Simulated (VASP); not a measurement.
Ga: single point with LDA

Crystal: Ga.

```
CELL_PARAMETERS angstrom
1.45000 -4.06500 0.00000
1.45000 4.06500 0.00000
0.00000 0.00000 3.17000
ATOMIC_POSITIONS crystal
Ga 0.86700 0.13300 0.25000
Ga 0.13300 0.86700 0.75000
```

This isn't the form of Ga at room conditions, which is orthorhombic.

| Item | Value |
| --- | --- |
| Program | VASP 6.6.1 |
| Task | single point |
| Functional | LDA |
| Potentials or basis | VASP PAW LDA potentials, release 64 (Ga_d) |
| Cutoff | 520 eV |
| k mesh | 12 × 12 × 10 |
| Occupations | fermi-dirac, width 0.08 eV |
| Spin | no spin polarisation |
| Dipole correction | no |
| Further INCAR settings | ALGO = Fast; EDIFF = 1e-06; NBANDS = 20 |

```
Pressure               : -3.7 GPa
Largest force          : 0.182 eV/Å
Band gap on the k mesh : none (metal or under the smearing width)
```

Forces on the atoms (eV/Å):
```
Ga   0.000  0.182  0.000
Ga   0.000 -0.182  0.000
```

Stress tensor (GPa, compression positive):
```
-5.81  0.00  0.00
 0.00 -2.93  0.00
 0.00  0.00 -2.51
```

Levels at points of the mesh, in eV from the Fermi level:
| k point | band 9 | band 10 | band 11 | band 12 | band 13 | band 14 | band 15 | band 16 | band 17 | band 18 |
| --- | --- | --- | --- | --- | --- | --- | --- | --- | --- | --- |
| (0.00, 0.00, 0.00) | -14.92 | -14.76 | -11.25 | -2.26 | -1.66 | 2.85 | 6.66 | 7.75 | 8.68 | 10.44 |
| (0.50, 0.00, 0.00) | -14.83 | -14.82 | -6.75 | -5.41 | -1.75 | -0.46 | 6.40 | 6.63 | 8.87 | 9.24 |
| (0.50, 0.50, 0.00) | -14.88 | -14.83 | -9.23 | -8.59 | 5.08 | 5.73 | 5.80 | 7.01 | 7.13 | 9.46 |
| (0.00, 0.00, 0.50) | -14.85 | -14.85 | -7.43 | -7.43 | 1.85 | 1.85 | 2.47 | 2.47 | 10.21 | 10.21 |
| (0.50, 0.00, 0.50) | -14.81 | -14.81 | -3.11 | -3.11 | -1.61 | -1.61 | 1.84 | 1.84 | 4.27 | 4.27 |
| (0.50, 0.50, 0.50) | -14.89 | -14.89 | -5.64 | -5.64 | -4.21 | -4.21 | 9.49 | 9.49 | 11.31 | 11.31 |

Wall time 65 s on 1 thread of Intel(R) Xeon(R) 6975P-C (Granite Rapids) (shared host), peak memory 0.26 GiB.
